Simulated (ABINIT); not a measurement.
ZrS2:

```
Zr S
1.0
     3.69138    0.00000    0.00000
    -1.84569    3.19683    0.00000
     0.00000    0.00000    6.04108
Zr S
1 2
Direct
  0.00000 0.00000 0.00000
  0.33333 0.66667 0.23791
  0.66667 0.33333 0.76209
```

The cell is a database's computed one.

Base run:

| Quantity | Value |
| --- | --- |
| Program | ABINIT 10.8.3 (patched build) |
| Functional | WC |
| Potentials or basis | JTH PAW PBE v2.0 |
| Cutoff | 544 eV |
| k mesh | 8 × 8 × 5 |
| Occupations | fermi-dirac, width 0.05 eV |
| Spin | no spin polarisation |

Its results: band gap on the k mesh 0.99 eV, indirect (least direct gap 1.59 eV); pressure -2.4 GPa; largest force 0.143 eV/Å.

After a change of settings the same cell gave: band gap on the k mesh 1.09 eV, indirect (least direct gap 1.66 eV); pressure 3.3 GPa; largest force 0.307 eV/Å. Which change was it?
A. functional from WC to PBE; k mesh from 8 × 8 × 5 to 3 × 3 × 2
B. functional from WC to rPW86PBE
C. functional from WC to PBE; k mesh from 8 × 8 × 5 to 10 × 10 × 6
D. functional from WC to PBE

B.

Caveats: the PAW data sets were made with another functional, which shifts forces and pressure a little; this functional lacks dispersion, which binds the layers, so the pressure and a relaxed spacing across them are unreliable (some runs).
